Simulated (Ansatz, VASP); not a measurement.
**Two plane-wave programs on Hf**

```
Hf
1.0
     2.79135    0.00000    0.00000
     0.00000    2.79135    0.00000
     0.00000    0.00000    2.79135
Hf
1
Direct
  0.00000 0.00000 0.00000
```

Alike in both runs: functional PBE; k mesh 14 × 14 × 14; occupations fermi-dirac, width 0.08 eV; no spin polarisation.

Ansatz relaxed the structure, and its values are those at the end. VASP's run is a single point on that final structure, the one shown.

```csv
,VASP,Ansatz
version,VASP 6.6.1,Ansatz 0.2.0
potentials or method,"VASP PAW PBE potentials, release 64 (Hf_pv)","PAW with Ansatz's default frozen-core files, scalar-relativistic"
plane-wave cutoff (eV),520,420
valence electrons in the cell,10,26
```

|  | VASP | Ansatz | Ansatz less VASP |
| --- | --- | --- | --- |
| pressure (GPa) | 11.6 | 12.0 | +0.39 |

With one functional, cell and mesh, what is left measures potentials, basis and numerics. The two sets of potentials don't hold the same shells in valence.

The runs have no spin-orbit coupling, so splittings on Hf are missing.
